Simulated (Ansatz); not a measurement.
## Bi2Te3 (Tellurobismuthite) in Ansatz: the effect of target pressure

Bi2Te3 (Tellurobismuthite):

```xyz
5
Lattice="2.1930 1.2661 10.1657 -2.1930 1.2661 10.1657 0.0000 -2.5323 10.1657" Properties=species:S:1:pos:R:3 pbc="T T T"
Bi    0.0000    0.0000   18.2982
Bi    0.0000    0.0000   12.1988
Te    0.0000    0.0000   24.1079
Te    0.0000    0.0000    6.3891
Te    0.0000    0.0000    0.0000
```

Alike in all runs:

* Program: Ansatz 0.2.0
* Task: relaxation of cell and atoms
* Functional: PBE
* Potentials or basis: Ansatz PAW
* Cutoff: 420 eV (not typed: the program's choice for these potentials)
* k mesh: 7 × 7 × 7
* Occupations: fermi-dirac, width 0.05 eV
* Spin: no spin polarisation

Each run relaxes the cell or the atoms first.

```tsv
target pressure	relaxed volume (Å³/atom)	gap on the mesh (eV)
0 GPa	36.50	0.50
2 GPa	33.86	0.27
5 GPa	31.86	0.24
10 GPa	29.66	0.24
20 GPa	?	?
30 GPa	22.44	none
```

Q: What does the run with target pressure 20 GPa give?

A: Relaxed volume 26.02 Å³/atom; gap on the mesh none.

Worked out: A parabola through the other rows of the relaxed volume, of slope -0.338 Å³/atom per GPa there, gives 24.75 Å³/atom, against the run's 26.02. The fit is too stiff a form for this range.

Caveats: the plane-wave basis is chosen anew once the cell has moved, so the energies of steps on either side of that aren't comparable; odd divisions of the mesh miss points on the zone boundary, where band edges often lie, so the gap on the mesh can be too wide (some runs); spin-orbit coupling is left out, which as a rule narrows the gap of such compounds by several tenths of an eV (some runs); the volume moved by over 15 % at a fixed basis, so the end points are rough (some runs); spin-orbit coupling is left out, which moves the levels of the heavy elements (some runs).

A k mesh can miss the band edges.

A gap of «none» marks a metal or a gap under the smearing width.
